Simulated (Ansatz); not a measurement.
ZnS (Wurtzite-6H):

```
Zn S
1.0
     3.81200    0.00000    0.00000
    -1.90600    3.30129    0.00000
     0.00000    0.00000   18.68999
Zn S
6 6
Direct
  0.33333 0.66667 0.83333
  0.66667 0.33333 0.33333
  0.66667 0.33333 0.66667
  0.33333 0.66667 0.16667
  0.00000 0.00000 0.50000
  0.00000 0.00000 0.00000
  0.33333 0.66667 0.95833
  0.66667 0.33333 0.45833
  0.66667 0.33333 0.79167
  0.33333 0.66667 0.29167
  0.00000 0.00000 0.62500
  0.00000 0.00000 0.12500
```

| Quantity | Value |
| --- | --- |
| Program | Ansatz 0.2.0 |
| Task | relaxation of cell and atoms |
| Functional | revPBE |
| Potentials or basis | Ansatz PAW |
| Cutoff | 420 eV (not typed: the program's choice for these potentials) |
| k mesh | 8 × 8 × 2 |
| Occupations | fermi-dirac, width 0.05 eV |
| Spin | no spin polarisation |

At the start: volume 19.60 Å³/atom.

Task: How do energy, volume and symmetry change on relaxing?

Result: It ends after 5 steps and the volume is 20.72 Å³/atom (+5.7 %); space group P6_3mc (No. 186, to 0.05 Å).

Step by step:
```tsv
step	energy change (eV)	largest force (eV/Å)	volume (Å³)
1	0.0000	0.0295	235.20
2	-0.1290	0.0064	242.88
3	-0.1544	0.0032	248.15
4	-0.1544	0.0092	248.68
5	-0.1607	0.0092	248.68
```

Final structure:
```
Zn S
1.0
     3.88301    0.00000    0.00000
    -1.94150    3.36278    0.00000
     0.00000    0.00000   19.04428
Zn S
6 6
Direct
  0.33333 0.66667 0.83324
  0.66667 0.33333 0.33324
  0.66667 0.33333 0.66672
  0.33333 0.66667 0.16672
  0.00000 0.00000 0.49997
  0.00000 0.00000 0.99997
  0.33333 0.66667 0.95821
  0.66667 0.33333 0.45821
  0.66667 0.33333 0.79168
  0.33333 0.66667 0.29168
  0.00000 0.00000 0.62518
  0.00000 0.00000 0.12518
```

Caveat: the plane-wave basis is chosen anew once the cell has moved, so the energies of steps on either side of that aren't comparable; the PAW data sets come from PBE, with cores solved anew for the run's functional, which leaves a small shift of forces and pressure.
